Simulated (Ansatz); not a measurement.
# Au (Fm-3m) in Ansatz: further runs

The runs below take Au through single point, equation of state, with r2SCAN+rVV10.

Everything below comes from runs of Ansatz 0.2.0. Logs are shortened: lines on timing, memory, paths and dates and some standing lists are left out, and cuts for length are marked.

**Experimental background.**

“Exploring toroidal anvil profiles for larger sample volumes above 4 Mbar”, 2024, pmc:11102561 quotes, for a bulk crystal of Au: bulk modulus 167 GPa.

The results are compared with them further down.

## Step 1: Starting point

It takes space group Fm-3m (No. 225, cubic). The conventional cell has a = 4.070 Å, b = 4.070 Å, c = 4.070 Å, α = 90.00°, β = 90.00°, γ = 90.00°. Au (site symmetry m-3m) has 12 Au at 2.88 Å as nearest neighbours.

## Step 2: Single point, r2SCAN+rVV10, 15.84 Å³/atom (volume scaled by 0.94)

File input.yaml:

```yaml
crystal:
  lattice:
    - [0.0, 1.9934577312, 1.9934577312]
    - [1.9934577312, 0.0, 1.9934577312]
    - [1.9934577312, 1.9934577312, 0.0]
  atoms:
    - { symbol: Au, position: [0.0, 0.0, 0.0] }
hamiltonian:
  xc: r2scan
  pseudopotentials: { kind: paw }
  dispersion: rvv10
kpoints:
  mp_grid: { grid: [11, 11, 11] }
scf:
  occupations: { method: fermi_dirac, width: 0.05 }
output:
  forces: true
  stress: true
  eigenvalues: true
```

Potentials or basis: Ansatz PAW.

Started as:

```console
> ansatz run input.yaml --threads 2 --pin off --max-ram 5120MiB --backend cpu --events-out ev --progress --plain --runs-dir out
```

Log:

```text
Warning: RAYON_NUM_THREADS=2 ignored (pool sized by the plan → 2); use --threads N
Engine: ansatz 0.2.0, x86_64-unknown-linux-gnu
Pseudopotentials: kind: paw
Pseudopotential: Au, paw, valence charge 19, recommended cutoff 500 eV (meta_gga), Au.paw.azcp
Functional definition: r2SCAN+rVV10
  parameter k0 = 0.174
  parameter k1 = 0.065
  parameter a1 = 4.9479
  exchange = r2scan_x(k0 = k0, k1 = k1, a1 = a1)
  correlation = r2scan_c + rvv10(11.95, 0.0093)
Crystal: 1 atoms, lattice volume = 15.843 Å³
Basis set: ecut = 500 eV, 411 PW (Γ), exchange–correlation on 96×96×96 points (64 copies of the dense FFT grid, shifted against one another)
Bands: 14, of which v1, the nominal top of the filled ones, is band 10 counted from 1 (9 counted from 0)
Symmetry: 48 space group operations
Space group: Fm-3m (ITA 225), of the structure as read, at distance tolerance 2.5e-5 Å
k-points: 56 of 1331
Non-local potential: Au, projectors of the file, l = 0: 3, l = 1: 2, l = 2: 2, l = 3: 1
PAW form: soft (Blöchl's): semilocal exchange-correlation on the pseudo side does not see the compensation charge
rVV10 density: all electrons in the spheres
PAW frozen core: Au, regenerated for the run's functional (the file was generated under x = pbe(κ = 0.804, μ = 0.2195149727645171), c = pbe(β = 0.06672455060314922))
PAW one-centre angular grid: Au, 590 points (default); XC on 160 Gauss nodes
Initial density: superposition of atomic densities (neutral atoms: chi_scale 0, normalization atom), corrected by the library's trained network
Initial wavefunctions: pseudopotential atomic-orbital guess
Functional: x = r2scan, c = r2scan + rvv10(b = 11.95, C = 0.0093); τ floored in thin density (d = 2e-4 eV/Å³)
SCF iter   1: F=—  HF=-13160.411924 eV  |F-HF|=—  |Δ(HF+E_count)|=         —  Δρ=1.28e-2  dr2=2.36e-2  dr2_τ=3.71e-3  ethr=1.77e-3  ⟨swp⟩=5.0  Hψ=4076  notcnv=0
preconditioner: auto → none  [insulator: Δε(μ)=0.235 eV  Ē_g=17.700 eV  σ=0.050 eV  W_gap=0.81  n_scr=8 (ndim 8)  ℏωp=30.9 eV  f_vac=0.000  D(μ)=0.16/eV (n_scr^D=0)  ε∞_Penn≈4.1]
SCF iter   2: F=—  HF=-13160.413559 eV  |F-HF|=—  |Δ(HF+E_count)|=   1.64e-3  Δρ=4.76e-3  dr2=1.34e-3  dr2_τ=1.52e-3  ethr=1.24e-4  ⟨swp⟩=2.4  Hψ=1702  notcnv=0  defer=15
SCF iter   3: F=—  HF=-13160.414907 eV  |F-HF|=—  |Δ(HF+E_count)|=   1.35e-3  Δρ=2.21e-3  dr2=2.48e-4  dr2_τ=1.15e-4  ethr=7.07e-6  ⟨swp⟩=2.9  Hψ=1332  notcnv=0  defer=15
SCF iter   4: F=—  HF=-13160.415633 eV  |F-HF|=—  |Δ(HF+E_count)|=   7.26e-4  Δρ=1.80e-4  dr2=2.18e-6  dr2_τ=9.33e-7  ethr=1.31e-6  ⟨swp⟩=2.7  Hψ=1294  notcnv=0  defer=15
SCF iter   5: F=—  HF=-13160.415650 eV  |F-HF|=—  |Δ(HF+E_count)|=   1.77e-5  Δρ=3.98e-5  dr2=1.30e-7  dr2_τ=3.29e-8  ethr=1.15e-8  ⟨swp⟩=2.0  Hψ=1128  notcnv=0  defer=15
SCF iter   6: F=-13160.415651 eV  HF=-13160.415651 eV  |F-HF|=6.93e-10  |Δ(HF+E_count)|=   2.52e-7  Δρ=2.95e-6  dr2=1.01e-9  dr2_τ=1.03e-10  ethr=5.26e-10  ⟨swp⟩=5.8  Hψ=3446  notcnv=0
SCF 1 converged in 6 iterations: F = -13160.415651 eV  dr2 = 1.01e-9
SCF converged after 6 iterations
Free energy (F): -13160.415651 eV
Harris-Foulkes:  -13160.415651 eV  (|F-HF|=6.93e-10)
Internal energy: -13160.414151 eV  (E = F + TS)
E sigma→0 (E₀):  -13160.414901 eV
Entropy (-TS):   -0.001500 eV (-1.500 meV/atom)
Fermi energy:    22.580570 eV
--- Per-component energies (eV) ---
  E_band       = -193.123845
  E_kinetic    = 607.474899
  E_local      = -1600.094111  (includes V_loc(G=0)·N_el)
  E_nonlocal   = 75.588723
  E_hartree    = 693.020653
  E_xc         = -216.145003
  E_vxc        = -308.027478  (∫ρ·V_xc dr)
  E_paw        = -9731.136253  (= ΣΔE_a)
  E_vpaw       = -375.085514  (= ΣTr[D̂ρ^β])
  E_aug_tail   = 0.000542  (compensation charges beyond the density's cutoff)
  E_vtau       = 20.978846  (kinetic-family band-sum trace: ∫τ·v_τ [+ j·A + Jᵃ·Aᵃ] dr)
  E_ewald      = -2988.947276
  E_core_change = -0.176324  (= ΣΔE_core)
  E_smearing   = -0.001500  (= −TS)
  E_closure    = -0.000000  (closes the sum)
  Σ components = -13160.415651   (vs F -13160.415651, Δ=0.00e0)
--- Forces (eV/Å), atoms counted from 1 ---
  atom   1  Au    -0.00000000     0.00000000     0.00000000
  max |Σ_I F_I| component: 4.11e-32 eV/Å
--- Stress (GPa, compression-positive) ---
       17.877726      -0.000000      -0.000000
        0.000000      17.877726       0.000000
       -0.000000       0.000000      17.877726
  P = ⅓ Tr σ = 17.8777 GPa (178.777 kbar)
--- Band table (eV; the first three rows and the last of 56) ---
  k-point 0: bands = ["-85.3590", "-36.0922", "-36.0922", "-36.0922", "11.6206", "17.1777", "17.1777", "17.1777", "18.9273", "18.9273", "37.5353", "42.0987", "42.0987", "42.0987"]
  k-point 1: bands = ["-85.3575", "-36.1176", "-36.0960", "-36.0960", "11.9393", "17.0725", "17.2878", "17.2878", "18.8793", "18.8793", "37.9267", "40.4882", "42.5112", "42.5112"]
  k-point 2: bands = ["-85.3534", "-36.1852", "-36.1061", "-36.1061", "12.8028", "16.9082", "17.4845", "17.4845", "18.8836", "18.8836", "37.3363", "38.8769", "43.5773", "43.5773"]
  k-point 55: bands = ["-85.3337", "-36.3120", "-36.2950", "-36.2076", "15.7092", "16.3150", "16.9789", "18.7973", "20.6242", "27.3492", "29.0381", "30.1724", "33.6187", "45.1767"]
```

It took 0.94 s on 2 threads of INTEL XEON PLATINUM 8581C at 2.30GHz (Emerald Rapids), shared host; peak memory 0.41 GiB.

Results:

```
Free energy            : -13160.4157 eV
Pressure               : 17.9 GPa
Band gap on the k mesh : none (metal or under the smearing width)
```

Caveat: pairwise dispersion overbinds metals, which lowers pressure and volume; the PAW data sets come from PBE, with cores solved anew for the run's functional, which leaves a small shift of forces and pressure.

## Step 3: Single point, r2SCAN+rVV10, 16.18 Å³/atom (volume scaled by 0.96)

Edit input.yaml of step 2 so:

```diff
@@ -2,5 +2,5 @@
   lattice:
-    - [0.0, 1.9934577312, 1.9934577312]
-    - [1.9934577312, 0.0, 1.9934577312]
-    - [1.9934577312, 1.9934577312, 0.0]
+    - [0.0, 2.0074966285, 2.0074966285]
+    - [2.0074966285, 0.0, 2.0074966285]
+    - [2.0074966285, 2.0074966285, 0.0]
   atoms:
```

Potentials or basis: Ansatz PAW.

Started as:

```console
> ansatz run input.yaml --threads 2 --pin off --max-ram 5120MiB --backend cpu --events-out ev --progress --plain --runs-dir out
```

Wall time 0.94 s (2 threads of INTEL XEON PLATINUM 8581C at 2.30GHz (Emerald Rapids), shared host); peak memory 0.41 GiB.

It converged, with:

```yaml
Free_energy: -13160.4476 eV
Pressure: 12.6 GPa
Band_gap_on_the_k_mesh: none (metal or under the smearing width)
```

Caveat: pairwise dispersion overbinds metals, which lowers pressure and volume; the PAW data sets come from PBE, with cores solved anew for the run's functional, which leaves a small shift of forces and pressure.

## Step 4: Single point, r2SCAN+rVV10, 16.52 Å³/atom (volume scaled by 0.98)

Edit input.yaml of step 3 so:

```diff
@@ -2,5 +2,5 @@
   lattice:
-    - [0.0, 2.0074966285, 2.0074966285]
-    - [2.0074966285, 0.0, 2.0074966285]
-    - [2.0074966285, 2.0074966285, 0.0]
+    - [0.0, 2.0213418704, 2.0213418704]
+    - [2.0213418704, 0.0, 2.0213418704]
+    - [2.0213418704, 2.0213418704, 0.0]
   atoms:
```

Started as:

```console
> ansatz run input.yaml --threads 2 --pin off --max-ram 5120MiB --backend cpu --events-out ev --progress --plain --runs-dir out
```

It took 0.9 s on 2 threads of INTEL XEON PLATINUM 8581C at 2.30GHz (Emerald Rapids), shared host; peak memory 0.41 GiB.

Results (log left out):

```
Free energy            : -13160.4691 eV
Pressure               : 7.9 GPa
Band gap on the k mesh : none (metal or under the smearing width)
```

Caveat: pairwise dispersion overbinds metals, which lowers pressure and volume; the PAW data sets come from PBE, with cores solved anew for the run's functional, which leaves a small shift of forces and pressure.

## Step 5: Single point, r2SCAN+rVV10, 16.85 Å³/atom

Edit input.yaml of step 4 so:

```diff
@@ -2,5 +2,5 @@
   lattice:
-    - [0.0, 2.0213418704, 2.0213418704]
-    - [2.0213418704, 0.0, 2.0213418704]
-    - [2.0213418704, 2.0213418704, 0.0]
+    - [0.0, 2.035, 2.035]
+    - [2.035, 0.0, 2.035]
+    - [2.035, 2.035, 0.0]
   atoms:
```

Started as:

```console
> ansatz run input.yaml --threads 2 --pin off --max-ram 5120MiB --backend cpu --events-out ev --progress --plain --runs-dir out
```

It took 0.88 s on 2 threads of INTEL XEON PLATINUM 8581C at 2.30GHz (Emerald Rapids), shared host; peak memory 0.41 GiB.

The run converged. Its results:

* Free energy: -13160.4814 eV
* Pressure: 3.9 GPa
* Band gap on the k mesh: none (metal or under the smearing width)

Caveat: pairwise dispersion overbinds metals, which lowers pressure and volume; the PAW data sets come from PBE, with cores solved anew for the run's functional, which leaves a small shift of forces and pressure.

## Step 6: Single point, r2SCAN+rVV10, 17.19 Å³/atom (volume scaled by 1.02)

Edit input.yaml of step 5 so:

```diff
@@ -2,5 +2,5 @@
   lattice:
-    - [0.0, 2.035, 2.035]
-    - [2.035, 0.0, 2.035]
-    - [2.035, 2.035, 0.0]
+    - [0.0, 2.048477214, 2.048477214]
+    - [2.048477214, 0.0, 2.048477214]
+    - [2.048477214, 2.048477214, 0.0]
   atoms:
@@ -19 +19,5 @@
   eigenvalues: true
+  write_density: true
+  write_potential: true
+  elf: true
+  volumetric_format: npy
```

Potentials or basis: Ansatz PAW.

Started as:

```console
> ansatz run input.yaml --threads 2 --pin off --max-ram 5120MiB --backend cpu --events-out ev --progress --plain --runs-dir out
```

Wall time 1.1 s (2 threads of INTEL XEON PLATINUM 8581C at 2.30GHz (Emerald Rapids), shared host); peak memory 0.39 GiB.

It converged, with:

* Free energy: -13160.4857 eV
* Pressure: 0.3 GPa
* Band gap on the k mesh: none (metal or under the smearing width)

Caveat: pairwise dispersion overbinds metals, which lowers pressure and volume; the PAW data sets come from PBE, with cores solved anew for the run's functional, which leaves a small shift of forces and pressure.

## Step 7: Single point, r2SCAN+rVV10, 17.53 Å³/atom (volume scaled by 1.04)

File input.yaml:

```yaml
crystal:
  lattice:
    - [0.0, 2.0617793868, 2.0617793868]
    - [2.0617793868, 0.0, 2.0617793868]
    - [2.0617793868, 2.0617793868, 0.0]
  atoms:
    - { symbol: Au, position: [0.0, 0.0, 0.0] }
hamiltonian:
  xc: r2scan
  pseudopotentials: { kind: paw }
  dispersion: rvv10
kpoints:
  mp_grid: { grid: [11, 11, 11] }
scf:
  occupations: { method: fermi_dirac, width: 0.05 }
output:
  forces: true
  stress: true
  eigenvalues: true
```

Started as:

```console
> ansatz run input.yaml --threads 2 --pin off --max-ram 5120MiB --backend cpu --events-out ev --progress --plain --runs-dir out
```

Run time: 0.91 s. Hardware: 2 threads of INTEL XEON PLATINUM 8581C at 2.30GHz (Emerald Rapids), shared host; peak memory 0.41 GiB.

The run converged. Its results:

- Free energy: -13160.4830 eV
- Pressure: -2.8 GPa
- Band gap on the k mesh: none (metal or under the smearing width)

Caveat: pairwise dispersion overbinds metals, which lowers pressure and volume; the PAW data sets come from PBE, with cores solved anew for the run's functional, which leaves a small shift of forces and pressure.

## Step 8: Single point, r2SCAN+rVV10, 17.87 Å³/atom (volume scaled by 1.06)

Edit input.yaml of step 7 so:

```diff
@@ -2,5 +2,5 @@
   lattice:
-    - [0.0, 2.0617793868, 2.0617793868]
-    - [2.0617793868, 0.0, 2.0617793868]
-    - [2.0617793868, 2.0617793868, 0.0]
+    - [0.0, 2.0749120936, 2.0749120936]
+    - [2.0749120936, 0.0, 2.0749120936]
+    - [2.0749120936, 2.0749120936, 0.0]
   atoms:
```

Started as:

```console
> ansatz run input.yaml --threads 2 --pin off --max-ram 5120MiB --backend cpu --events-out ev --progress --plain --runs-dir out
```

Run time: 0.94 s. Hardware: 2 threads of INTEL XEON PLATINUM 8581C at 2.30GHz (Emerald Rapids), shared host; peak memory 0.38 GiB.

It converged, with:

- Free energy: -13160.4741 eV
- Pressure: -5.6 GPa
- Band gap on the k mesh: none (metal or under the smearing width)

Caveat: pairwise dispersion overbinds metals, which lowers pressure and volume; the PAW data sets come from PBE, with cores solved anew for the run's functional, which leaves a small shift of forces and pressure.

## Step 9: Equation of state, r2SCAN+rVV10

Potentials or basis: Ansatz PAW.

No new run: the results of the series are fitted here.

Results:

| Quantity | Value |
| --- | --- |
| Equilibrium volume | 17.22 Å³/atom |
| Bulk modulus | 169 GPa |
| Pressure derivative of the bulk modulus | 5.8 |

Energy against volume, from the lowest point:
```csv
volume (Å³/atom),energy (meV/atom)
15.843,70.05
16.181,38.12
16.518,16.63
16.855,4.29
17.192,0.00
17.529,2.73
17.866,11.63
```

Caveat: the PAW data sets were made with another functional, which shifts forces and pressure a little. The run has no spin-orbit coupling, so splittings on Au are missing.

## Step 10: Against experiment

Step 9. Against the measured bulk modulus of Au, 167 GPa (quoted in “Exploring toroidal anvil profiles for larger sample volumes above 4 Mbar”, 2024, pmc:11102561), the calculated 169 GPa is off by +1.0 %. The fit is for a static lattice scaled at fixed shape and fixed fractional positions.
